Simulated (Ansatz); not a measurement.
Density of states of ZrSe2 (P-3m1, a = 3.736 Å, b = 3.736 Å, c = 6.036 Å, α = 90.00°, β = 90.00°, γ = 120.00°), in states per eV and primitive cell, averaged over bins of 0.5 eV. Theory: DFT PBE+D3(BJ), scalar-relativistic, plane waves, PAW (Ansatz 0.2.0).

Plane waves to 420 eV, a k mesh through Γ of 15×15×8 on the computed 3-atom cell and Gaussian smearing (0.10 eV); no spin polarisation.

The cell is relaxed at this level. The states (both spins) are summed by tetrahedra on a 23×23×12 mesh at the self-consistent density. Energies are bin centres; the table starts no lower than −8 eV and ends at 6 eV, or lower where the solved bands end.

The gap is zero at this level, with almost no states at the Fermi level.

```
E − E_F (eV) total Se 4p Zr 4d Zr 5s Se 4s
       -4.90   0.84   0.55   0.18   0.08   0.01
       -4.40   2.43   1.68   0.50   0.16   0.04
       -3.90   3.07   2.33   0.54   0.10   0.05
       -3.40   1.83   1.27   0.38   0.09   0.06
       -2.90   4.64   3.06   1.38   0.06   0.07
       -2.40   4.02   2.75   1.09   0.02   0.09
       -1.90   2.55   2.05   0.37   0.02   0.05
       -1.40   2.84   2.38   0.36   0.01   0.03
       -0.90   1.28   1.07   0.17   0.00   0.01
       -0.40   0.47   0.42   0.04   0.00   0.00
        0.10   0.34   0.08   0.24   0.00   0.01
        0.60   1.35   0.28   0.99   0.02   0.02
        1.10   2.12   0.37   1.66   0.02   0.02
        1.60   1.68   0.40   1.22   0.01   0.01
        2.10   2.39   0.52   1.79   0.02   0.01
        2.60   3.76   0.48   3.14   0.09   0.01
        3.10   0.38   0.05   0.31   0.02   0.00
        3.60   1.65   0.49   0.94   0.01   0.08
        4.10   3.14   1.08   1.69   0.01   0.08
```

The columns after the total are the main Löwdin projections on the occupied valence shells of the potentials; 1 other is left out. The rest of the total lies in those, in shells that are empty in the free atom, which aren't projected, and between the atoms.

Cost: 1 run of about 0.76 core-minutes, on AMD EPYC 9R45 (Zen 5) (shared hosts).